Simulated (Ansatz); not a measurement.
Molecular dynamics on a 2×2×2 supercell (16 atoms) of CaSe (zincblende), relaxed with r2SCAN. Forces come from PBE in the plane-wave code Ansatz: constant energy and volume (NVE), velocities drawn at 600 K, steps of 2 fs. Classical nuclei, no spin polarisation; a few dozen steps show the first response, not equilibrium. The structure comes from a prototype and may be hypothetical.

```yaml
crystal:
  lattice:
    - [0.0, 6.5591227423, 6.5591227423]
    - [6.5591227423, 0.0, 6.5591227423]
    - [6.5591227423, 6.5591227423, 0.0]
  atoms:
    - { symbol: Ca, position: [0.0, 0.0, 0.0] }
    - { symbol: Se, position: [0.125, 0.125, 0.125] }
    - { symbol: Ca, position: [0.0, 0.0, 0.5] }
    - { symbol: Se, position: [0.125, 0.125, 0.625] }
    - { symbol: Ca, position: [0.0, 0.5, 0.0] }
    - { symbol: Se, position: [0.125, 0.625, 0.125] }
    - { symbol: Ca, position: [0.0, 0.5, 0.5] }
    - { symbol: Se, position: [0.125, 0.625, 0.625] }
    - { symbol: Ca, position: [0.5, 0.0, 0.0] }
    - { symbol: Se, position: [0.625, 0.125, 0.125] }
    - { symbol: Ca, position: [0.5, 0.0, 0.5] }
    - { symbol: Se, position: [0.625, 0.125, 0.625] }
    - { symbol: Ca, position: [0.5, 0.5, 0.0] }
    - { symbol: Se, position: [0.625, 0.625, 0.125] }
    - { symbol: Ca, position: [0.5, 0.5, 0.5] }
    - { symbol: Se, position: [0.625, 0.625, 0.625] }
kpoints:
  mp_grid: { grid: [2, 2, 2] }
hamiltonian:
  xc: pbe
scf:
  occupations: { method: fermi_dirac, width: 0.052 }
md:
  ensemble: nve
  temperature: 600
  timestep: 2.0
  n_steps: 20
  initial_velocities: maxwell_boltzmann
  seed: 4212
```

Command: `ansatz run input.yaml --threads 4 --pin off --max-ram 3686MiB --backend cpu --events-out ev --progress --plain --runs-dir out`.

Q: What wall time did it need on 4 threads of Arm Neoverse N1, with other jobs on the host, load about 0.9 per core, and how much host memory at the peak?

A: About 3.7 min, with a peak of 2 GiB.

Q: How do temperature and energy develop?

A: The temperature goes from 600 K to 209 K in 40 fs. The atoms start on their lattice sites with kinetic energy alone, so much of it first passes into potential energy. The conserved energy stays within 0.07 meV an atom. By the last step the atoms have moved 0.16 Å in the root mean square, the drift of the whole cell taken out, 0.28 Å at most.
```csv
step,t (fs),T (K),free energy F from step 0 (meV/atom),kinetic energy (meV/atom),largest force (eV/Å)
0,0,600,0.0,72.7,0.00
1,2,598,0.3,72.4,0.12
2,4,591,1.1,71.6,0.25
3,6,579,2.5,70.2,0.38
4,8,564,4.4,68.3,0.51
5,10,544,6.8,65.9,0.65
6,12,520,9.6,63.1,0.79
7,14,494,12.9,59.9,0.93
8,16,465,16.4,56.3,1.07
9,18,434,20.1,52.6,1.21
10,20,402,24.0,48.8,1.34
11,22,370,27.9,44.9,1.47
12,24,339,31.6,41.1,1.58
13,26,310,35.2,37.6,1.68
14,28,283,38.5,34.3,1.76
15,30,260,41.3,31.5,1.82
16,32,240,43.7,29.1,1.86
17,34,225,45.5,27.3,1.88
18,36,215,46.7,26.1,1.87
19,38,210,47.4,25.4,1.84
20,40,209,47.4,25.3,1.79
```

Positions (Å) and forces (eV/Å) at step 20:
```
Ca   0.106  -0.149   0.116    -0.692   0.680  -0.250
Se   1.741   1.586   1.576    -0.086  -0.103   0.253
Ca   3.038   3.374  -0.109     1.431  -0.674   0.842
Se   4.944   4.920   1.728    -1.026   0.482  -0.545
Ca   3.341  -0.037   3.283    -0.026   0.267   0.374
Se   5.014   1.742   4.818     0.165  -0.452   0.173
Ca   6.564   3.462   3.189     0.681  -0.978   0.365
Se   8.178   4.945   5.002    -0.785   1.053  -0.821
Ca   0.080   3.174   3.196    -0.317   0.012   0.406
Se   1.559   4.856   5.015     0.195  -0.081  -0.728
Ca   3.199   6.601   3.371    -0.020  -0.062  -0.306
Se   4.854   8.212   4.982     0.007   0.245  -0.210
Ca   3.385   3.358   6.446    -0.135  -0.612   0.167
Se   4.885   4.854   8.240     0.262  -0.072   0.137
Ca   6.436   6.621   6.690     0.019  -0.218  -0.450
Se   8.223   8.156   8.021     0.325   0.514   0.592
```
